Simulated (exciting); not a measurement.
# CoO (R-3m) in exciting: notebook, part 2 of 2

exciting (release sodium). Earlier steps stand in the parts before.

## 3. Density of states, revPBE+D2, collinear spin, ferromagnetic start

Contents of input.xml:

```xml
<input>
  <title>CoO</title>
  <structure speciespath="./" tshift="false" cartesian="true">
    <crystal scale="1.88972612463">
      <basevect>0.000000000000 1.505469544500 2.590120233500</basevect>
      <basevect>-2.456345728000 0.000000000000 1.715088055400</basevect>
      <basevect>0.000000000000 -1.505469544600 2.590120233500</basevect>
    </crystal>
    <species speciesfile="Co.xml" rmt="2">
      <atom coord="0.000000000000 0.000000000000 0.000000000000" bfcmt="0 0 -8"/>
    </species>
    <species speciesfile="O.xml" rmt="1.45">
      <atom coord="-2.320910346657 -0.000000000094 6.515141223328" bfcmt="0 0 0"/>
    </species>
  </structure>
  <groundstate do="fromscratch" ngridk="6 6 6" rgkmax="6.5" gmaxvr="14" lmaxapw="10" lmaxmat="10" lmaxvr="8" xctype="GGA_PBE_R" stype="Gaussian" swidth="0.00367493" nempty="24" ValenceRelativity="iora*" epsengy="1e-05" epspot="1e-05" maxscl="90" outputlevel="normal">
    <spin reducebf="0.5"/>
  </groundstate>
  <properties>
    <dos nwdos="200" winddos="-0.3 0.3" inttype="tetra" ngrdos="100" nsmdos="1" lmirep="true"/>
    <DFTD2/>
  </properties>
</input>
```

Potentials or basis: all-electron LAPW+lo, shipped species files, valence relativity iora*.

Run with:

```console
$ OMP_NUM_THREADS=1 exciting_smp
```

INFO.OUT:

```text
================================================================================
EXCITING SODIUM started
[... 10 lines left out ...]

 Lattice vectors (cartesian) :
      0.0000000000      2.8449251281      4.8946178712
     -4.6418206933      0.0000000000      3.2410467043
      0.0000000000     -2.8449251283      4.8946178712

 Reciprocal lattice vectors (cartesian) :
      0.4481547566      1.1042795547      0.6418463579
     -1.3536036229      0.0000000000      0.0000000000
      0.4481547565     -1.1042795547      0.6418463578

 Unit cell volume                           :     129.2730480141
 Brillouin zone volume                      :       1.9188084234

 Species :    1 (Co)
     parameters loaded from                 :    Co.xml
     name                                   :    cobalt
     nuclear charge                         :     -27.00000000
     electronic charge                      :      27.00000000
     atomic mass                            :  107428.65170000
     muffin-tin radius                      :       2.00000000
     # of radial points in muffin-tin       :     350

     atomic positions (cartesian) :
       1 :   0.00000000  0.00000000  0.00000000

     magnetic fields (cartesian) :
       1 :   0.00000000  0.00000000 -8.00000000

 Species :    2 (O)
     parameters loaded from                 :    O.xml
     name                                   :    oxygen
     nuclear charge                         :      -8.00000000
     electronic charge                      :       8.00000000
     atomic mass                            :   29165.12203000
     muffin-tin radius                      :       1.45000000
     # of radial points in muffin-tin       :     250

     atomic positions (cartesian) :
       1 :  -2.32091035 -0.00000000  6.51514122

     magnetic fields (cartesian) :
       1 :   0.00000000  0.00000000  0.00000000

 Total number of atoms per unit cell        :       2

 Spin treatment                             :    spin-polarised
 Global magnetic field (cartesian) :        0.00000000   0.00000000   0.00000000
 collinear magnetisation in z-direction

 Number of Bravais lattice symmetries       :      12
 Number of crystal symmetries               :      12

 k-point grid                               :       6    6    6
 Total number of k-points                   :      32
 k-point set is reduced with crystal symmetries

 R^MT_min * |G+k|_max (rgkmax)              :       6.50000000
 Species with R^MT_min                      :       2 (O)
 Maximum |G+k| for APW functions            :       4.48275862
 Maximum |G| for potential and density      :      14.00000000

 G-vector grid sizes                        :      27    27    27
 Total number of G-vectors                  :    5973

 Maximum angular momentum used for
     APW functions                          :      10
     computing H and O matrix elements      :      10
     potential and density                  :       8
     inner part of muffin-tin               :       2

 Total nuclear charge                       :     -35.00000000
 Total electronic charge                    :      35.00000000
 Total core charge                          :      14.00000000
 Total valence charge                       :      21.00000000

 Number of empty states                     :      24
 Total number of valence states             :      70

 Maximum Hamiltonian size                   :     218
 Maximum number of plane-waves              :     202
 Total number of local-orbitals             :      16

 Exchange-correlation type                  :      21
     Revised PBE, Zhang-Yang, Phys. Rev. Lett. 80, 890 (1998)
     Generalised gradient approximation (GGA)

 Smearing scheme                            :    Gaussian
 Smearing width                             :       0.00367493

 Using multisecant Broyden potential mixing
[... 16 lines left out ...]
+ SCF iteration number :    1                                                  +
++++++++++++++++++++++++++++++++++++++++++++++++++++++++++++++++++++++++++++++++
 Total energy                               :     -1470.33403333
 _______________________________________________________________
 Fermi energy                               :         0.28838675
 Kinetic energy                             :      1489.51221860
 Coulomb energy                             :     -2891.22383859
 Exchange energy                            :       -67.08924471
 Correlation energy                         :        -1.53316864
 No external B-field energy in total energy

 DOS at Fermi energy (states/Ha/cell)       :       165.37604461

 Electron charges :
     core                                   :        14.00000000
     core leakage                           :         0.00344045
     valence                                :        21.00000000
     interstitial                           :         3.09762234
     charge in muffin-tin spheres :
                  atom     1    Co          :        24.92362608
                  atom     2     O          :         6.97875158
     total charge in muffin-tins            :        31.90237766
     total charge                           :        35.00000000
[... 330 lines left out ...]
 Moments :
     interstitial                           :         0.09455748
     moment in muffin-tin spheres :
                  atom     1    Co          :         2.03420911
                  atom     2     O          :         0.11355574
     total moment in muffin-tins            :         2.14776485
     total moment                           :         2.24232233

 RMS change in effective potential (target) :  0.731848E-01  ( 0.100000E-04)
 Absolute change in total energy   (target) :  0.874635E-01  ( 0.100000E-04)
 Charge distance                   (target) :  0.240574E-02  ( 0.100000E-04)

++++++++++++++++++++++++++++++++++++++++++++++++++++++++++++++++++++++++++++++++
[... 50 further cycles ...]
+ SCF iteration number :   61                                                  +
++++++++++++++++++++++++++++++++++++++++++++++++++++++++++++++++++++++++++++++++
 Total energy                               :     -1468.87046605
 _______________________________________________________________
 Fermi energy                               :         0.30376132
 Kinetic energy                             :      1489.28749295
 Coulomb energy                             :     -2889.72363404
 Exchange energy                            :       -66.89688454
 Correlation energy                         :        -1.53744042
 No external B-field energy in total energy

 DOS at Fermi energy (states/Ha/cell)       :       117.72632093

 Electron charges :
     core                                   :        14.00000000
     core leakage                           :         0.00350599
     valence                                :        21.00000000
     interstitial                           :         3.31159513
     charge in muffin-tin spheres :
                  atom     1    Co          :        25.03989212
                  atom     2     O          :         6.64851275
     total charge in muffin-tins            :        31.68840487
     total charge                           :        35.00000000
[... 334 lines left out ...]
 Moments :
     interstitial                           :         0.08345416
     moment in muffin-tin spheres :
                  atom     1    Co          :         2.43631298
                  atom     2     O          :         0.23554927
     total moment in muffin-tins            :         2.67186226
     total moment                           :         2.75531641

 RMS change in effective potential (target) :  0.504111E-07  ( 0.100000E-04)
 Absolute change in total energy   (target) :  0.471701E-06  ( 0.100000E-04)
 Charge distance                   (target) :  0.407207E-08  ( 0.100000E-04)

++++++++++++++++++++++++++++++++++++++++++++++++++++++++++++++++++++++++++++++++
| Convergency criteria checked for the last 2 iterations                       +
| Convergence targets achieved. Performing final SCF iteration                 +
++++++++++++++++++++++++++++++++++++++++++++++++++++++++++++++++++++++++++++++++
 Total energy                               :     -1468.87127495
 _______________________________________________________________
 Fermi energy                               :         0.30375751
 Kinetic energy                             :      1489.28702784
 Coulomb energy                             :     -2889.72396473
 Exchange energy                            :       -66.89689611
 Correlation energy                         :        -1.53744195
 No external B-field energy in total energy

 DOS at Fermi energy (states/Ha/cell)       :       117.72414338

 Electron charges :
     core                                   :        14.00000000
     core leakage                           :         0.00350597
     valence                                :        21.00000000
     interstitial                           :         3.31160089
     charge in muffin-tin spheres :
                  atom     1    Co          :        25.03994323
                  atom     2     O          :         6.64845588
     total charge in muffin-tins            :        31.68839911
     total charge                           :        35.00000000

 Moments :
     interstitial                           :         0.08345416
     moment in muffin-tin spheres :
                  atom     1    Co          :         2.43631314
                  atom     2     O          :         0.23554929
     total moment in muffin-tins            :         2.67186243
     total moment                           :         2.75531659

++++++++++++++++++++++++++++++++++++++++++++++++++++++++++++++++++++++++++++++++
[... 12 lines left out ...]
| EXCITING SODIUM stopped                                                      =
================================================================================
```

Run time: 4.9 min. Hardware: 1 thread of AMD EPYC 7R13 (Zen 3), shared host; peak memory 0.17 GiB.

Results:

```yaml
Free_energy: -39970.0452 eV
Band_gap_on_the_k_mesh: none (metal or under the smearing width)
Net_moment: 2.76 μB per cell
Site_moments: Co +2.44; O +0.24 μB
All_electrons_inside_the_program's_atomic_spheres: Co 25.04; O 6.65 (radii Co 2.0, O 1.45 bohr)
Dispersion_energy_per_atom: -0.276 eV
Density_of_states_at_the_Fermi_level: 4.33 states/eV per cell
```

Levels at points of the mesh, in eV from the Fermi level:
Spin up:
```
           k point  band 10  band 11  band 12  band 13  band 14  band 15
(0.00, 0.00, 0.00)    -3.03    -3.03    -2.98     1.02    16.88    18.33
(0.50, 0.00, 0.00)    -1.74     0.14     0.15     5.11     9.41    13.49
(0.50, 0.50, 0.00)    -2.34    -1.99    -1.98     5.93     9.90    11.82
(0.50, 0.50, 0.50)    -1.70     0.15     0.15     5.05     9.54    13.39
```
Spin down:
```
           k point  band 7  band 8  band 9  band 10  band 11  band 12
(0.00, 0.00, 0.00)   -2.72   -1.14   -1.14    -1.11     0.12     0.12
(0.50, 0.00, 0.00)   -4.73   -0.16   -0.14     0.15     2.72     2.73
(0.50, 0.50, 0.00)   -3.97   -2.27    0.11     0.12     0.60     1.05
(0.50, 0.50, 0.50)   -4.80   -0.12   -0.12     0.16     2.74     2.74
```

States per cell in windows of 0.5 eV (zero at the Fermi level; states under -8 eV left out):
```
from (eV)    up  down  Co1 d down  Co1 d  O2 p  O2 p down  Co1 s  Co1 s down
     -8.0  0.16  0.02        0.00   0.02  0.06       0.01   0.01        0.00
     -7.5  0.45  0.13        0.01   0.06  0.17       0.05   0.02        0.01
     -7.0  0.29  0.41        0.03   0.03  0.11       0.16   0.01        0.02
     -6.5  0.38  0.32        0.02   0.10  0.14       0.13   0.00        0.01
     -6.0  0.94  0.13        0.01   0.30  0.35       0.06   0.00        0.00
     -5.5  0.44  0.37        0.04   0.12  0.17       0.17   0.00        0.00
     -5.0  0.26  0.85        0.15   0.07  0.11       0.41   0.00        0.00
     -4.5  0.08  0.53        0.08   0.02  0.03       0.27   0.00        0.00
     -4.0  0.04  0.20        0.03   0.02  0.01       0.11   0.00        0.00
     -3.5  0.18  0.07        0.01   0.14  0.01       0.04   0.00        0.00
     -3.0  1.10  0.01        0.00   0.96  0.03       0.01   0.00        0.00
     -2.5  1.09  0.01        0.01   0.96  0.04       0.00   0.00        0.00
     -2.0  1.59  0.09        0.07   1.25  0.18       0.00   0.01        0.00
     -1.5  0.45  0.25        0.19   0.29  0.10       0.01   0.00        0.00
     -1.0  0.39  0.54        0.45   0.23  0.11       0.03   0.00        0.00
     -0.5  0.32  1.26        1.10   0.18  0.11       0.06   0.00        0.00
      0.0  0.03  1.62        1.47   0.02  0.01       0.06   0.00        0.00
      0.5  0.00  0.31        0.26   0.00  0.00       0.02   0.00        0.00
      1.0  0.00  0.64        0.53   0.00  0.00       0.03   0.00        0.00
      1.5  0.01  0.47        0.37   0.00  0.00       0.05   0.00        0.00
      2.0  0.01  0.44        0.32   0.00  0.00       0.08   0.00        0.00
      2.5  0.02  0.13        0.08   0.00  0.00       0.03   0.00        0.00
      3.0  0.02  0.01        0.00   0.00  0.00       0.00   0.00        0.00
      3.5  0.03  0.02        0.00   0.00  0.01       0.00   0.00        0.00
      4.0  0.04  0.03        0.00   0.00  0.01       0.01   0.01        0.00
      4.5  0.06  0.04        0.00   0.00  0.01       0.01   0.01        0.00
      5.0  0.08  0.06        0.00   0.00  0.02       0.01   0.01        0.01
      5.5  0.11  0.09        0.00   0.00  0.02       0.02   0.01        0.01
      6.0  0.15  0.10        0.01   0.00  0.03       0.02   0.03        0.01
      6.5  0.14  0.12        0.01   0.00  0.02       0.03   0.03        0.01
      7.0  0.12  0.15        0.01   0.00  0.02       0.03   0.02        0.03
      7.5  0.12  0.15        0.01   0.00  0.02       0.02   0.02        0.03
```

Caveat: the k mesh is coarse (spacing up to 0.43 Å⁻¹), so the values aren't converged; the log's total energy holds no entropy term; the free energy is that total less TS from the occupations; the dispersion energy is computed afterwards and isn't part of the total energy; a cell with one magnetic atom can't hold antiferromagnetic order, which such compounds often take; semilocal functionals often make such compounds metallic where correlation or magnetic order opens a gap, which also shifts bond lengths. With open d or f shells a metallic result of revPBE can be an artefact of self-interaction; +U or a hybrid may open a gap.
